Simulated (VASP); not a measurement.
# CdS (Hawleyite) (F-43m) in VASP: a series of runs, part 2 of 2

VASP 6.6.1. Earlier steps stand in the parts before.

## (4) G0W0 quasiparticle levels, PBE

POSCAR

```
CdS
1.0
    0.0000000000      2.9165000000      2.9165000000
    2.9165000000      0.0000000000      2.9165000000
    2.9165000000      2.9165000000      0.0000000000
Cd S
1 1
Direct
    0.0000000000      0.0000000000      0.0000000000
    0.7500000000      0.7500000000      0.7500000000
```

INCAR.step1

```
ALGO = Fast ; EDIFF = 1E-8
ENCUT = 450 ; GGA = PE
ISMEAR = 0 ; LASPH = True
LCHARG = False ; LREAL = False
LWAVE = True ; NELM = 100
PREC = Accurate ; SIGMA = 0.01
```

INCAR.step2

```
ALGO = Exact ; EDIFF = 1E-8
ENCUT = 450 ; GGA = PE
ISMEAR = 0 ; ISTART = 1
LASPH = True ; LCHARG = False
LOPTICS = True ; LREAL = False
LWAVE = True ; NBANDS = 40
NELM = 1 ; PREC = Accurate
SIGMA = 0.01
```

INCAR.step3

```
ALGO = EVGW0 ; EDIFF = 1E-8
ENCUT = 450 ; ENCUTGW = 150
GGA = PE ; ISMEAR = 0
ISTART = 1 ; LASPH = True
LCHARG = False ; LREAL = False
LWAVE = False ; NBANDS = 40
NBANDSGW = 17 ; NELMGW = 1
NOMEGA = 50 ; PREC = Accurate
PRECFOCK = Fast ; SIGMA = 0.01
```

KPOINTS

```
k-points
0
Gamma
  4 4 4
```

Potentials or basis: VASP PAW PBE potentials, release 64 (Cd_GW, S_GW).

The run is started by

```
$ cat potpaw_PBE.64/Cd_GW/POTCAR potpaw_PBE.64/S_GW/POTCAR > POTCAR
$ cp INCAR.step1 INCAR
$ mpirun -np 1 vasp_std > vasp.out
$ cp INCAR.step2 INCAR
$ mpirun -np 1 vasp_std > vasp.out
$ cp INCAR.step3 INCAR
$ mpirun -np 1 vasp_std > vasp.out
```

OUTCAR:

```text
EDIFF = 1E-8
   ENCUT = 450
   ENCUTGW = 150
   GGA = PE
   ISMEAR = 0
   ISTART = 1
   LASPH = True
   LREAL = False
   NELMGW = 1
   PREC = Accurate
   PRECFOCK = Fast

 ion  position               nearest neighbor table
   1  0.000  0.000  0.000-   2 2.53   2 2.53   2 2.53   2 2.53
   2  0.750  0.750  0.750-   1 2.53   1 2.53   1 2.53   1 2.53

  LATTYP: Found a face centered cubic cell.
 ALAT       =     5.8330000000

  Lattice vectors:

 A1 = (   0.0000000000,   2.9165000000,   2.9165000000)
 A2 = (   2.9165000000,   0.0000000000,   2.9165000000)
 A3 = (   2.9165000000,   2.9165000000,   0.0000000000)

Analysis of symmetry for initial positions (statically):
=====================================================================
 Subroutine PRICEL returns:
 Original cell was already a primitive cell.

 Routine SETGRP: Setting up the symmetry group for a
 face centered cubic supercell.

 Subroutine GETGRP returns: Found 24 space group operations
 (whereof 24 operations were pure point group operations)
 out of a pool of 48 trial point group operations.

The static configuration has the point symmetry T_d .

Analysis of symmetry for dynamics (positions and initial velocities):
=====================================================================
 Subroutine PRICEL returns:
 Original cell was already a primitive cell.

 Routine SETGRP: Setting up the symmetry group for a
 face centered cubic supercell.

 Subroutine GETGRP returns: Found 24 space group operations
 (whereof 24 operations were pure point group operations)
 out of a pool of 48 trial point group operations.

[... 76 lines left out ...]
   ICHARG =      0    charge: 1-file 2-atom 10-const
   ISPIN  =      1    spin polarized calculation?
   LNONCOLLINEAR =      F non collinear calculations
   LSORBIT =      F    spin-orbit coupling
   LASPH  =      T    aspherical Exc in radial PAW
   ENCUT  =  450.0 eV  33.07 Ry    5.75 a.u.   7.13  7.13  7.13*2*pi/ulx,y,z
   NELM   =     60;   NELMIN=  2; NELMDL=  0     # of ELM steps
   EDIFF  = 0.1E-07   stopping-criterion for ELM
   LREAL  =      F    real-space projection
   EDIFFG = 0.1E-06   stopping-criterion for IOM
   NSW    =      0    number of steps for IOM
   IBRION =     -1    ionic relax: 0-MD 1-quasi-New 2-CG
   NFREE  =      0    steps in history (QN), initial steepest desc. (CG)
   ISIF   =      0    stress and relaxation
   ISYM   =      3    0-nonsym 1-usesym 2-fastsym
   POTIM  = 0.5000    time-step for ionic-motion
   TEBEG  =    0.0;   TEEND  =   0.0 temperature during run
   PSTRESS=    0.0 pullay stress
   NELECT =      18.0000    total number of electrons
   NUPDOWN=      -1.0000    fix difference up-down
   EMIN   =  10.00;   EMAX   =-10.00  energy-range for DOS
   EFERMI =   0.00;   METHOD = LEGACY
   ISMEAR =     0;   SIGMA  =   0.01  broadening in eV -4-tet -1-fermi 0-gaus
   EFERMI_NEDOS =   21; number of points for ismear=-14 and -15
   IALGO  =     38    algorithm
   IMIX   =      4    mixing-type and parameters
     AMIX     =   0.40;   BMIX     =  1.00
     AMIX_MAG =   1.60;   BMIX_MAG =  1.00
  volume/ion in A,a.u.               =      24.81       167.41
  Fermi-wavevector in a.u.,A,eV,Ry     =   1.167599  2.206442 18.548649  1.363287
  Thomas-Fermi vector in A             =   2.304097
   LORBIT       =      0    0 simple, 1 ext, 2 COOP (PROOUT), +10 PAW based schemes
   GGA     = PE    functional components
   LHFCALC =     T    Hartree Fock is set to
   PRECFOCK=fast      Normal, Fast or Accurate (Low or Medium for compatibility)
   ENCUT4O =  -1.0   cutoff for four orbital integrals eV
   NKREDX  =     1    reduce k-point grid by
   NKREDY  =     1    reduce k-point grid by
   NKREDZ  =     1    reduce k-point grid by
   AEXX    =    1.0000 exact exchange contribution
   HFSCREEN=    0.0000 screening length (either q_TF or 0.3 A-1)
   HFSCREENC=   0.0000 screening length for correlation (either q_TF or 0.3 A-1)
   ENCUTFOCK=  -1.0 apply spherical cutoff to Coloumb kernel
   IVDW    =     0    specifies the selected vdW correction
   LEPSILON=     F    determine dielectric tensor
   LRPA    =     F    only Hartree local field effects (RPA)
   LRPAFORCE           =     F    calculate RPA forces
   ENCUTGW             = 150.0    cutoff for response function in eV
   ENCUTGWSOFT         = 120.0    soft cutoff for Coulomb kernel in GW response function in eV
   ENCUTLF             =  -1.0    cutoff for local field effects
   NELMGW              =     1    number of iterations in solving QP/BSE equation
   NELMHF              =     1    number of iterations in the inner HF iteration
   NKREDLFX            =     1    NKREDLFY  =   1   NKREDLFZ  =   1
 non-spin polarized calculation
 Gauss-broadening in eV      SIGMA  =   0.01
  energy-cutoff  :      450.00
  volume of cell :       49.62
 maximum number of plane-waves:      1090
 NGX is ok and might be reduce to    30
  NGX = 16; NGY = 16; NGZ = 16
   NGX = 15   NGY = 15   NGZ = 15
 maximum number of plane-waves:       211

 QP shifts <psi_nk| G(iteration)W_0 |psi_nk>: iteration 1
 for sc-GW calculations column KS-energies equals QP-energies in previous step
 and V_xc(KS)=  KS-energies - (<T + V_ion + V_H > + <T+V_H+V_ion>^1  + <V_x>^1)

 k-point   1 :       0.0000    0.0000    0.0000
  band No.  KS-energies  QP-energies   sigma(KS)   V_xc(KS)     V^pw_x(r,r')   Z            occupation Imag(sigma)

      1      -9.6917      -9.7607     -13.1130     -12.9991     -20.9180       0.6062       2.0000       1.1066
      2      -5.0717      -6.1636     -16.7645     -15.1662     -22.9053       0.6831       2.0000       0.3236
      3      -5.0717      -6.1636     -16.7645     -15.1662     -22.9053       0.6831       2.0000       0.3236
      4      -5.0717      -6.1636     -16.7645     -15.1662     -22.9053       0.6831       2.0000       0.3236
      5      -4.5942      -5.7947     -17.2295     -15.4980     -23.2327       0.6933       2.0000       0.2809
      6      -4.5942      -5.7947     -17.2295     -15.4980     -23.2327       0.6933       2.0000       0.2809
[... 143 lines left out ...]
      3      -4.8200      -5.9588     -17.0485     -15.4021     -23.1747       0.6917       2.0000       0.3088
      4      -4.6329      -5.8132     -17.2094     -15.5105     -23.2695       0.6948       2.0000       0.2927
      5      -4.5867      -5.7806     -17.1694     -15.4524     -23.1770       0.6953       2.0000       0.2874
      6      -3.9616      -5.0304     -17.1982     -15.6650     -23.1889       0.6971       2.0000       0.3107
[... 9 lines left out ...]
     16      15.7606      17.0279     -10.0066     -11.7178      -5.1523       0.7406       0.0000      -0.4969
     17      15.9338      17.0455      -9.2479     -10.7475      -4.2922       0.7413       0.0000      -0.4722
```

OUTCAR.step2:

```text
EDIFF = 1E-8
   ENCUT = 450
   GGA = PE
   ISMEAR = 0
[... 730 lines left out ...]
  --------------------------------------------------------------------------------------------------------------
     0.00000    11.29823    11.29823    11.29823     0.00000     0.00000     0.00000
     0.62343    13.21399    13.21399    13.21399     0.00000     0.00000     0.00000
     1.24686    -6.74778    -6.74778    -6.74778     0.00000     0.00000     0.00000
     1.87030     5.12245     5.12245     5.12245     0.00000     0.00000     0.00000
     2.49373     8.51142     8.51142     8.51142     0.00000     0.00000     0.00000
     3.11716    15.62061    15.62061    15.62061     0.00000     0.00000     0.00000
[... 92 lines left out ...]
    61.09633     0.86205     0.86205     0.86205    -0.00000    -0.00000     0.00000
    61.71977     0.86566     0.86566     0.86566    -0.00000    -0.00000     0.00000
```

Wall time 77 s (1 thread of Intel Xeon Platinum 8488C (Sapphire Rapids), shared host); peak memory 0.4 GiB.

What came out:

```
Band gap on the k mesh, mean-field level : 1.13 eV, direct
Quasiparticle gap                        : 1.90 eV
Least direct quasiparticle gap           : 1.90 eV
```

Levels at points of the mesh, in eV from the valence-band top:
```csv
k point,band 7,band 8,band 9,band 10,band 11,band 12
"(0.00, 0.00, 0.00)",0.00,0.00,0.00,1.13,6.51,6.51
"(0.50, 0.00, 0.00)",-4.41,-0.75,-0.75,3.00,6.98,6.98
"(0.50, 0.50, 0.00)",-3.96,-1.88,-1.88,3.54,4.34,9.19
```

Caveat: the k mesh is coarse (spacing up to 0.47 Å⁻¹), so the values aren't converged; bands, screening cutoff and mesh are small and nothing is extrapolated, so the quasiparticle values aren't converged.

## (5) G0W0 quasiparticle levels, LDA

POSCAR is that of step 4.

INCAR.step1

```
ALGO = Fast ; EDIFF = 1E-8
ENCUT = 450 ; ISMEAR = 0
LASPH = True ; LCHARG = False
LREAL = False ; LWAVE = True
NELM = 100 ; PREC = Accurate
SIGMA = 0.01
```

INCAR.step2

```
ALGO = Exact ; EDIFF = 1E-8
ENCUT = 450 ; ISMEAR = 0
ISTART = 1 ; LASPH = True
LCHARG = False ; LOPTICS = True
LREAL = False ; LWAVE = True
NBANDS = 121 ; NELM = 1
PREC = Accurate ; SIGMA = 0.01
```

INCAR.step3

```
ALGO = EVGW0 ; EDIFF = 1E-8
ENCUT = 450 ; ENCUTGW = 100
ISMEAR = 0 ; ISTART = 1
LASPH = True ; LCHARG = False
LREAL = False ; LWAVE = False
NBANDS = 121 ; NBANDSGW = 17
NELMGW = 1 ; NOMEGA = 50
PREC = Accurate ; PRECFOCK = Fast
SIGMA = 0.01
```

KPOINTS is that of step 4.

Potentials or basis: VASP PAW LDA potentials, release 64 (Cd_GW, S_GW).

The run is started by

```
$ cat potpaw_LDA.64/Cd_GW/POTCAR potpaw_LDA.64/S_GW/POTCAR > POTCAR
$ cp INCAR.step1 INCAR
$ mpirun -np 1 vasp_std > vasp.out
$ cp INCAR.step2 INCAR
$ mpirun -np 1 vasp_std > vasp.out
$ cp INCAR.step3 INCAR
$ mpirun -np 1 vasp_std > vasp.out
```

OUTCAR:

```text
EDIFF = 1E-8
   ENCUT = 450
   ENCUTGW = 100
   ISMEAR = 0
   ISTART = 1
   LASPH = True
   LREAL = False
   NELMGW = 1
   PREC = Accurate
   PRECFOCK = Fast

 ion  position               nearest neighbor table
   1  0.000  0.000  0.000-   2 2.53   2 2.53   2 2.53   2 2.53
   2  0.750  0.750  0.750-   1 2.53   1 2.53   1 2.53   1 2.53

  LATTYP: Found a face centered cubic cell.
 ALAT       =     5.8330000000

  Lattice vectors:

 A1 = (   0.0000000000,   2.9165000000,   2.9165000000)
 A2 = (   2.9165000000,   0.0000000000,   2.9165000000)
 A3 = (   2.9165000000,   2.9165000000,   0.0000000000)

Analysis of symmetry for initial positions (statically):
=====================================================================
 Subroutine PRICEL returns:
 Original cell was already a primitive cell.

 Routine SETGRP: Setting up the symmetry group for a
 face centered cubic supercell.

 Subroutine GETGRP returns: Found 24 space group operations
 (whereof 24 operations were pure point group operations)
[... 123 lines left out ...]
   LORBIT       =      0    0 simple, 1 ext, 2 COOP (PROOUT), +10 PAW based schemes
   GGA     = CA    functional components
   LHFCALC =     T    Hartree Fock is set to
   PRECFOCK=fast      Normal, Fast or Accurate (Low or Medium for compatibility)
   ENCUT4O =  -1.0   cutoff for four orbital integrals eV
   NKREDX  =     1    reduce k-point grid by
   NKREDY  =     1    reduce k-point grid by
   NKREDZ  =     1    reduce k-point grid by
   AEXX    =    1.0000 exact exchange contribution
   HFSCREEN=    0.0000 screening length (either q_TF or 0.3 A-1)
   HFSCREENC=   0.0000 screening length for correlation (either q_TF or 0.3 A-1)
   ENCUTFOCK=  -1.0 apply spherical cutoff to Coloumb kernel
   IVDW    =     0    specifies the selected vdW correction
   LEPSILON=     F    determine dielectric tensor
   LRPA    =     F    only Hartree local field effects (RPA)
   LRPAFORCE           =     F    calculate RPA forces
   ENCUTGW             = 100.0    cutoff for response function in eV
   ENCUTGWSOFT         =  80.0    soft cutoff for Coulomb kernel in GW response function in eV
   ENCUTLF             =  -1.0    cutoff for local field effects
   NELMGW              =     1    number of iterations in solving QP/BSE equation
   NELMHF              =     1    number of iterations in the inner HF iteration
   NKREDLFX            =     1    NKREDLFY  =   1   NKREDLFZ  =   1
 non-spin polarized calculation
 Gauss-broadening in eV      SIGMA  =   0.01
  energy-cutoff  :      450.00
  volume of cell :       49.62
 maximum number of plane-waves:      1090
 NGX is ok and might be reduce to    30
  NGX = 16; NGY = 16; NGZ = 16
   NGX = 15   NGY = 15   NGZ = 15
 maximum number of plane-waves:       125
 NGX is ok and might be reduce to    14

 QP shifts <psi_nk| G(iteration)W_0 |psi_nk>: iteration 1
 for sc-GW calculations column KS-energies equals QP-energies in previous step
 and V_xc(KS)=  KS-energies - (<T + V_ion + V_H > + <T+V_H+V_ion>^1  + <V_x>^1)

 k-point   1 :       0.0000    0.0000    0.0000
  band No.  KS-energies  QP-energies   sigma(KS)   V_xc(KS)     V^pw_x(r,r')   Z            occupation Imag(sigma)

      1      -9.9000     -10.1020     -13.3844     -13.0483     -20.8278       0.6008       2.0000       1.0576
      2      -5.3448      -6.8551     -17.4274     -15.2190     -22.8459       0.6839       2.0000       0.3209
      3      -5.3448      -6.8551     -17.4274     -15.2190     -22.8459       0.6839       2.0000       0.3209
      4      -5.3448      -6.8551     -17.4274     -15.2190     -22.8459       0.6839       2.0000       0.3209
      5      -4.8628      -6.5037     -17.8934     -15.5281     -23.1663       0.6938       2.0000       0.2692
      6      -4.8628      -6.5037     -17.8934     -15.5281     -23.1663       0.6938       2.0000       0.2692
[... 143 lines left out ...]
      3      -5.0935      -6.6724     -17.7254     -15.4418     -23.1117       0.6914       2.0000       0.3096
      4      -4.9041      -6.5275     -17.8854     -15.5444     -23.2067       0.6935       2.0000       0.2883
      5      -4.8559      -6.4816     -17.8232     -15.4816     -23.1063       0.6942       2.0000       0.2760
      6      -4.2155      -5.7011     -17.8099     -15.6713     -23.1107       0.6946       2.0000       0.3109
[... 9 lines left out ...]
     16      15.4598      16.2558     -10.8509     -11.9424      -5.1146       0.7292       0.0000      -0.4691
     17      15.6016      16.3435     -10.0218     -11.0403      -4.2806       0.7283       0.0000      -0.4479
```

Run time: 1.9 min. Hardware: 1 thread of Intel Xeon Platinum 8488C (Sapphire Rapids), shared host; peak memory 0.41 GiB.

Results:

| Item | Value |
| --- | --- |
| Band gap on the k mesh, mean-field level | 0.87 eV, direct |
| Quasiparticle gap | 1.76 eV |
| Least direct quasiparticle gap | 1.76 eV |

Caveat: the k mesh is coarse (spacing up to 0.47 Å⁻¹), so the values aren't converged; bands, screening cutoff and mesh are small and nothing is extrapolated, so the quasiparticle values aren't converged.
